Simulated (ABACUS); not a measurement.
Cd:

```xyz
2
Lattice="2.9789 0.0000 0.0000 -1.4894 2.5798 0.0000 0.0000 0.0000 5.6177" Properties=species:S:1:pos:R:3 pbc="T T T"
Cd    1.4894    0.8599    4.2132
Cd    0.0000    1.7199    1.4044
```

```yaml
Program: ABACUS 3.10.1
Task: relaxation of cell and atoms
Functional: M06-L
Potentials_or_basis: SG15 ONCV 1.2 PBE
Cutoff: 1619 eV
Density_cutoff: 6476 eV
Basis: plane waves
k_mesh: 6 × 6 × 3
Occupations: fermi-dirac, width 0.05 eV
Spin: no spin polarisation
```

At the start: pressure 1.3 GPa; volume 21.59 Å³/atom.

Q: How do energy, volume and symmetry change on relaxing?

A: Over 4 steps the energy falls by 9.2 meV/atom and the volume is 22.03 Å³/atom (+2.1 %); space group P6_3/mmc (No. 194, to 0.05 Å).

Step by step:
```csv
step,energy change (eV),largest force (eV/Å),pressure (GPa),volume (Å³)
1,0.0000,0.0000,1.34,43.17
2,-0.0179,0.0000,-0.33,44.34
3,-0.0179,0.0000,-0.39,44.38
4,-0.0184,0.0000,0.01,44.06
```

Final structure:
```xyz
2
Lattice="3.0381 0.0000 0.0000 -1.5191 2.6311 0.0000 0.0000 0.0000 5.5118" Properties=species:S:1:pos:R:3 pbc="T T T"
Cd    1.5191    0.8770    4.1339
Cd    0.0000    1.7541    1.3780
```

Caveat: the k mesh is coarse (spacing up to 0.41 Å⁻¹), so the values aren't converged; the potentials were made for another functional, which shifts forces and pressure.
